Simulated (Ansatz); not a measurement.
**MgS (F-43m), a vibration from a frozen displacement**

Level of theory: Ansatz, DFT PBEsol, scalar-relativistic, plane waves, PAW. Settings: plane waves to 420 eV, k-mesh 8×8×8 (Γ-centred), Gaussian smearing 0.05 eV. No spin polarisation. Energies are free energies at this smearing, counted from the undisturbed cell; pressure is positive in compression.

Zero of the scan (as given, not relaxed at this level; it stands at -0.4 GPa; this zinc-blende form isn't the usual structure):

```
CELL_PARAMETERS angstrom
0.00000 2.83312 2.83312
2.83312 0.00000 2.83312
2.83312 2.83312 0.00000
ATOMIC_POSITIONS crystal
Mg 0.00000 0.00000 0.00000
S 0.75000 0.75000 0.75000
```

Every Mg atom is moved by x along the Cartesian unit vector (0.707, 0.707, 0.000); the cell and all other atoms stay fixed. The cell's volume is 45.48 Å³; the moved atoms weigh 24.305 u together and the others 32.060 u. Some rows repeat others by symmetry and weren't run.

| x (Å) | ΔE (meV/cell) | total force on the moved atoms along the move (eV/Å) | pressure (GPa) |
| --- | --- | --- | --- |
| -0.3000 | 259.55 | 1.8151 | 1.7865 |
| -0.2625 | 196.43 | 1.5537 | 1.2550 |
| -0.2250 | 142.85 | 1.3059 | 0.7998 |
| -0.1500 | 62.48 | 0.8439 | 0.1094 |
| -0.0750 | 15.47 | 0.4138 | -0.2990 |
| 0.0000 | 0.00 | 0.0000 | -0.4341 |
| 0.0750 | 15.47 | -0.4138 | -0.2990 |
| 0.1500 | 62.48 | -0.8439 | 0.1094 |
| 0.2250 | 142.85 | -1.3059 | 0.7998 |
| 0.2625 | 196.43 | -1.5537 | 1.2550 |
| 0.3000 | 259.55 | -1.8151 | 1.7865 |

What frequency belongs to this motion?

The force constant is k = −dF/dx = 5.517 eV/Å², from the parabola through x = -0.0750, 0 and 0.0750. In every cell the moved atoms swing against the rest, so the mass is μ = m₁m₂/(m₁ + m₂) = 13.825 u, and ν̃ = 521.5 cm⁻¹ × √(|k|/μ) = 329 cm⁻¹. The pattern needn't be a normal mode: ν̃² is then a weighted mean of the squared nonzero frequencies at the zone centre of this cell, taken without macroscopic field, so it lies between the lowest and the highest of them.

How far does the harmonic law reach?

At x = -0.300 Å, kx²/2 = 248.28 meV against the computed 259.55 meV (+4.5 %): the well is still close to harmonic there.

The pressure changes with x². What does that say about the frequency under compression?

With E = k(V)x²/2, k ∝ V^(−2γ) and x scaling with the cell as V^(1/3), P − P0 = −∂E/∂V = (2γ − 2/3) ΔE/V. At x = 0.1500 Å, V(P − P0) = 45.48 × 0.54346 / 160.2 eV = 154.27 meV and ΔE = 62.48 meV, so γ = 1/3 + V(P − P0)/(2ΔE) = 1.57. This is the Grüneisen parameter of the motion under uniform scaling of the cell: shrinking the cell evenly by 1 % in volume raises the frequency by about 1.57 %.